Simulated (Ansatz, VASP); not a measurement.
**One calculation of Ni, two programs**

INCAR

```
SYSTEM = Ni
PREC     = Accurate       ! precision mode
ENCUT    = 600            ! plane-wave cutoff, eV
EDIFF    = 1E-6           ! SCF threshold, eV
ISMEAR   = 0              ! smearing method
SIGMA    = 0.1            ! smearing width, eV
LREAL    = .FALSE.        ! projectors in reciprocal space
LASPH    = .TRUE.         ! aspherical terms in the spheres
NELM     = 150            ! most SCF steps
ALGO     = Fast           ! electronic algorithm
ISIF     = 3              ! what is computed and relaxed
LWAVE    = .FALSE.        ! write WAVECAR
LCHARG   = .FALSE.        ! write CHGCAR
ISPIN    = 2              ! spin polarisation
MAGMOM   = 0.83           ! initial moments
LORBIT   = 11             ! projections on sites
LMAXMIX  = 4              ! l up to which the mixer works
GGA      = PS             ! functional
IBRION   = 2              ! ionic algorithm
NSW      = 100            ! ionic steps
EDIFFG   = -0.005         ! ionic threshold
```

The input KPOINTS:

```
Automatic mesh
0
G
  20 20 20
  0 0 0
```

POSCAR

```
Ni
1.0
    0.0000000000      1.7330509437      1.7330509437
    1.7330509437      0.0000000000      1.7330509437
    1.7330509437      1.7330509437      0.0000000000
Ni
1
Direct
    0.0000000000      0.0000000000      0.0000000000
```

Input for Ansatz:

```yaml
crystal:
  lattice:
    - [0.0, 1.7330509437, 1.7330509437]
    - [1.7330509437, 0.0, 1.7330509437]
    - [1.7330509437, 1.7330509437, 0.0]
  atoms:
    - { symbol: Ni, position: [0.0, 0.0, 0.0], spin: 0.83 }
basis:
  ecutwfc: 420
kpoints:
  mp_grid: { grid: [20, 20, 20] }
hamiltonian:
  xc: pbesol
scf:
  occupations: { method: gaussian, width: 0.1 }
output:
  forces: true
  stress: true
  eigenvalues: true
  populations: true
  write_density: true
  write_potential: true
  elf: true
  volumetric_format: npy
magnetization:
  spin_polarized: true
relax:
  adjacent_minimum: "off"
  f_tol: 0.005
  max_steps: 80
  cell: { stress_tol: 0.05 }
```

Alike in both runs: task relaxation of cell and atoms; functional PBEsol; k mesh 20 × 20 × 20; occupations gaussian, width 0.1 eV; collinear spin.

```csv
,VASP,Ansatz
version,VASP 6.6.1,Ansatz 0.2.0
potentials or method,"VASP PAW PBE potentials, release 64 (Ni)","scalar-relativistic, plane waves, PAW"
plane-wave cutoff (eV),600,420
valence electrons in the cell,10,18
```

```csv
,VASP,Ansatz,Ansatz less VASP
"gap on the k mesh at the Fermi level, each at its own relaxed structure (eV)",none,none,-
net moment per atom (μB),0.62,0.63,+0.010
size of the moment on the site where the two differ most (μB),0.63,0.67,+0.039
relaxed volume (Å³/atom),10.38,10.38,+0.008
relaxed cell length with the largest relative difference (Å),2.448,2.449,+0.0006
```

Site moments also hang on the region over which each program counts them. A gap of «none» marks a metal or a gap that the smearing closes. The two sets of potentials don't hold the same shells in valence.

Caveats: the PAW data sets were made with another functional, which shifts forces and pressure a little (VASP).
